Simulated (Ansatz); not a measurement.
# InAs: the cost of one run

Program: Ansatz 0.2.0. Level of theory: DFT PBEsol, scalar-relativistic, plane waves, PAW. These are calculated values, not measurements.

The COD entry's cell or inner coordinates are ideal or old and differ from later refinements, so a difference from it is no clean test against experiment.

## (1) The system as given

Symmetry: P1, No. 1, triclinic system. The conventional cell has a = 6.048 Å, b = 7.407 Å, c = 28.495 Å, α = 90.00°, β = 90.00°, γ = 114.09°. As (site symmetry 1) is surrounded by 2 In at 2.62 Å. In (site symmetry 1) is surrounded by 3 As at 2.62 Å. As (site symmetry 1) is surrounded by 3 In at 2.62 Å. Around In (site symmetry 1) lie 4 As at 2.62 Å. As (site symmetry 1) is surrounded by 4 In at 2.62 Å. Only part of the 18 independent sites is listed.

As a file:

```xyz
18
Lattice="6.0480 0.0000 0.0000 -3.0240 6.7619 0.0000 0.0000 0.0000 28.4952" Properties=species:S:1:pos:R:3 pbc="T T T"
As   -1.5120    4.7333    8.5000
In    3.0240    2.7047    9.1762
As    4.5360    0.6762    9.8524
In    0.0000    5.4095   10.5286
As    1.5120    3.3809   11.2047
In    0.0000    1.3524   11.8809
As   -1.5120    6.0857   12.5571
In    3.0240    4.0571   13.2333
As    4.5360    2.0286   13.9095
In    3.0240    0.0000   14.5857
As    1.5120    4.7333   15.2619
In    0.0000    2.7047   15.9381
As    1.5120    0.6762   16.6142
In    3.0240    5.4095   17.2904
As   -1.5120    3.3809   17.9666
In    3.0240    1.3524   18.6428
As    1.5120    6.0857   19.3190
In    0.0000    4.0571   19.9952
```

Slab cut from the bulk at the bulk's listed lattice constants, lower half held.

## (2) Relaxing the atoms

input.yaml reads:

```yaml
crystal:
  lattice:
    - [6.048, 0.0, 0.0]
    - [-3.024, 6.76186956, 0.0]
    - [0.0, 0.0, 28.4951782396]
  atoms:
    - { symbol: As, position: [0.1, 0.7, 0.2982960811] }
    - { symbol: In, position: [0.7, 0.4, 0.3220259552] }
    - { symbol: As, position: [0.8, 0.1, 0.3457558292] }
    - { symbol: In, position: [0.4, 0.8, 0.3694857032] }
    - { symbol: As, position: [0.5, 0.5, 0.3932155772] }
    - { symbol: In, position: [0.1, 0.2, 0.4169454409] }
    - { symbol: As, position: [0.2, 0.9, 0.4406753149] }
    - { symbol: In, position: [0.8, 0.6, 0.464405189] }
    - { symbol: As, position: [0.9, 0.3, 0.488135063] }
    - { symbol: In, position: [0.5, 0.0, 0.511864937] }
    - { symbol: As, position: [0.6, 0.7, 0.535594811] }
    - { symbol: In, position: [0.2, 0.4, 0.5593246851] }
    - { symbol: As, position: [0.3, 0.1, 0.5830545591] }
    - { symbol: In, position: [0.9, 0.8, 0.6067844228] }
    - { symbol: As, position: [0.0, 0.5, 0.6305142968] }
    - { symbol: In, position: [0.6, 0.2, 0.6542441708] }
    - { symbol: As, position: [0.7, 0.9, 0.6779740448] }
    - { symbol: In, position: [0.3, 0.6, 0.7017039189] }
basis:
  ecutwfc: 420.0
  fft_grid_basis: typed
kpoints:
  mp_grid: { grid: [5, 4, 1] }
hamiltonian:
  xc: pbesol
  pseudopotentials: { kind: paw }
scf:
  occupations: { method: gaussian, width: 0.05 }
output:
  forces: true
  eigenvalues: true
efield:
  axis: 3
  dipole_correction: true
  ramp_width: 0.04
relax:
  adjacent_minimum: "off"
  f_tol: 0.04
  max_steps: 40
  constraints: [{ sites: [0, 1, 2, 3, 4, 5, 6, 7, 8] }]
```

Launch:

```console
> ansatz run input.yaml --threads 4 --pin off --max-ram 8847MiB --backend cpu --events-out ev --progress --plain --runs-dir out
```

Q: Estimate wall time and peak memory on 4 threads of Arm Neoverse V2, shared host.

About 17 min, with a peak of 4 GiB.
